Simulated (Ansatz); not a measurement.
Crystal: SnTe.

```xyz
2
Lattice="0.0000 3.6111 3.6111 3.6111 0.0000 3.6111 3.6111 3.6111 0.0000" Properties=species:S:1:pos:R:3 pbc="T T T"
Te    1.8056    1.8056    1.8056
Sn    0.0000    0.0000    0.0000
```

Measurements of this composition are mostly on another form, of space group No. 225.

Base run:

- Program: Ansatz 0.2.0
- Functional: PBE0
- Potentials or basis: Ansatz PAW
- Cutoff: 420 eV (not typed: the program's choice for these potentials)
- k mesh: 4 × 4 × 4
- Occupations: fermi-dirac, width 0.05 eV
- Spin: no spin polarisation

Its results: band gap on the k mesh 0.96 eV, indirect (least direct gap 1.78 eV); pressure -0.6 GPa.

Question: After a change of settings the same cell gave: band gap on the k mesh none (metal or under the smearing width); pressure -2.5 GPa. Which change was it?
A. functional from PBE0 to PBEsol
B. functional from PBE0 to r2SCAN0; cutoff from 420 eV (not typed: the program's choice for these potentials) to 500 eV (not typed: the program's choice for these potentials)
C. functional from PBE0 to HSE06
D. functional from PBE0 to LDA

Answer: D.

PBE0 gives the wider gap, since exact exchange removes part of the self-interaction.

Caveats: some runs use coarse meshes; the PAW data sets come from PBE, with cores solved anew for the run's functional, which leaves a small shift of forces and pressure; spin-orbit coupling is left out, which moves the levels of the heavy elements (some runs); the thresholds are loose for stress (some runs).
